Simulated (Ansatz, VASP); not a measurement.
## PtS2: VASP beside Ansatz

```
Pt S
1.0
     3.54320    0.00000    0.00000
    -1.77160    3.06850    0.00000
     0.00000    0.00000    5.03880
Pt S
1 2
Direct
  0.00000 0.00000 0.00000
  0.66667 0.33333 0.77300
  0.33333 0.66667 0.22700
```

Alike in both runs: task single point; functional PBE; k mesh 9 × 9 × 5; occupations gaussian, width 0.012 eV; no spin polarisation.

|  | VASP | Ansatz |
| --- | --- | --- |
| version | VASP 6.6.1 | Ansatz 0.2.0 |
| potentials or method | VASP PAW PBE potentials, release 64 (Pt, S) | Ansatz PAW |
| plane-wave cutoff (eV) | 520 | 420 |
| valence electrons in the cell | 22 | 30 |

Ansatz gave:

- gap on the k mesh at the Fermi level (eV): 1.02
- least direct gap on the mesh (eV): 1.07
- pressure (GPa): 11.6
- largest component of the traceless stress (GPa): 1.17
- rms of the force components (eV/Å): 0.592

Which values does VASP return?

gap on the k mesh at the Fermi level (eV): 1.03; least direct gap on the mesh (eV): 1.08; pressure (GPa): 11.1; largest component of the traceless stress (GPa): 0.99; rms of the force components (eV/Å): 0.572.

Atom by atom the forces differ by 0.021 eV/Å (rms over components). The two sets of potentials don't hold the same shells in valence.

Caveats: spin-orbit coupling is left out, which moves the levels of the heavy elements; forces of over 1 eV/Å show positions far from the minimum, so gaps and moduli don't describe the material at rest; an odd mesh through Γ misses points on the zone boundary, where band edges often lie (VASP); odd divisions of the mesh miss points on the zone boundary, where band edges often lie, so the gap on the mesh can be too wide (Ansatz). PBE gaps usually lie below the measured ones, often by a third to a half.
